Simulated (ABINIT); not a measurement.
Crystal: HfB2.

```
CELL_PARAMETERS angstrom
3.14000 0.00000 0.00000
-1.57000 2.71932 0.00000
0.00000 0.00000 3.48000
ATOMIC_POSITIONS crystal
Hf 0.00000 0.00000 0.00000
B 0.66667 0.33333 0.50000
B 0.33333 0.66667 0.50000
```

Base run:

| Quantity | Value |
| --- | --- |
| Program | ABINIT 10.8.3 (patched build) |
| Functional | WC |
| Potentials or basis | PseudoDojo NC SR PBEsol v0.4.1 standard |
| Cutoff | 925 eV |
| k mesh | 8 × 8 × 6 |
| Occupations | fermi-dirac, width 0.05 eV |
| Spin | no spin polarisation |

Its results: band gap on the k mesh none (metal or under the smearing width); pressure -3.1 GPa.

Task: The run is repeated on the same cell with these changes: functional from WC to PBE; potentials or basis from PseudoDojo NC SR PBEsol v0.4.1 standard to PseudoDojo NC SR PBE v0.4.1 standard; cutoff from 925 eV to 762 eV. What comes out?

Result: Band gap on the k mesh none (metal or under the smearing width); pressure 0.8 GPa.

Caveats: the potentials were made for another functional, which shifts forces and pressure (some runs).

Not every run made on this cell is shown here.
